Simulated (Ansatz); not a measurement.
# CaSe in Ansatz: the effect of functional

CaSe:

```
Se Ca
1.0
     0.00000    2.95600    2.95600
     2.95600    0.00000    2.95600
     2.95600    2.95600    0.00000
Se Ca
1 1
Cartesian
  2.9560 2.9560 2.9560
  0.0000 0.0000 0.0000
```

Alike in all runs:

- Program: Ansatz 0.2.0
- Task: single point
- Potentials or basis: all-electron PAW datasets made for the crystal
- k mesh: 6 × 6 × 6
- Occupations: fermi-dirac, width 0.05 eV
- Spin: no spin polarisation

```csv
functional,cutoff,gap on the mesh (eV),pressure (GPa)
PBE,220 eV (chosen from the basis error),2.03,1.2
HSE06,250 eV (chosen from the basis error),2.97,0.8
PBE0,250 eV (chosen from the basis error),?,?
```

Problem. What does the run with functional PBE0 give?

Solution. gap on the mesh 3.65 eV; pressure 0.8 GPa.

A k mesh can miss the band edges.
